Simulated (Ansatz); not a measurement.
## Co2O: competing structures

The calculation used Ansatz 0.2.0, DFT PBE, scalar-relativistic, plane waves, PAW. All cells share a 420 eV cutoff and Γ-centred k meshes spaced at most 0.3 Å⁻¹ (0.19 for metals, 2π included).

All energies are static (0 K, no zero-point motion). Only the structures computed here compete, so a lower one can exist. The k mesh leaves about 4 meV/atom of noise in metals. Compounds of this kind are mostly antiferromagnets with correlated d electrons. The runs began with parallel moments and used no Hubbard U, so such a phase can lie too high, and one that is known to be stable (NiO, say) can come out unstable. Magnetic atoms first started from parallel or listed moments, and other orders weren't tried. The functional can misorder magnetic and non-magnetic phases.

```json
{"#": "1", "started from": "marcasite type", "space group": "Pnnm (No. 58)", "atoms": "6", "V (Å³/atom)": "10.3", "ΔE (meV/atom)": "0", "gap on mesh (eV)": "0.00", "net m per atom / largest site m (μB)": "1.35 / 1.87"}
{"#": "2", "started from": "anti-rutile type", "space group": "P4_2/mnm (No. 136)", "atoms": "6", "V (Å³/atom)": "10.6", "ΔE (meV/atom)": "14", "gap on mesh (eV)": "0.00", "net m per atom / largest site m (μB)": "1.34 / 1.85"}
```

The lowest structure: Space group Pnnm (No. 58), orthorhombic, a = 4.648 Å, b = 4.985 Å, c = 2.659 Å. Co is coordinated by 1 O at 1.90 Å and 2 O at 2.07 Å; O is coordinated by 2 Co at 1.90 Å and 4 Co at 2.07 Å. Its energy against the elements is -0.12 eV/atom. The zero of energy is the lowest elemental structures computed at the same level (O₂ as a molecule); no fitted shifts are applied.

```cif
data_structure
_symmetry_space_group_name_H-M 'Pnnm'
_symmetry_Int_Tables_number 58
_cell_length_a 4.6483
_cell_length_b 4.9847
_cell_length_c 2.6591
_cell_angle_alpha 90.000
_cell_angle_beta 90.000
_cell_angle_gamma 90.000
_cell_volume 61.61
loop_
_atom_site_label
_atom_site_type_symbol
_atom_site_symmetry_multiplicity
_atom_site_Wyckoff_symbol
_atom_site_fract_x
_atom_site_fract_y
_atom_site_fract_z
_atom_site_occupancy
Co1 Co 4 g 0.21567 0.32490 0.00000 1
O1 O 2 a 0.00000 0.00000 0.00000 1
```

The second: Space group P4_2/mnm (No. 136), tetragonal, a = 4.874 Å, c = 2.666 Å. Around Co lie 1 O at 1.89 Å and 2 O at 2.05 Å; around O lie 2 Co at 1.89 Å and 4 Co at 2.05 Å.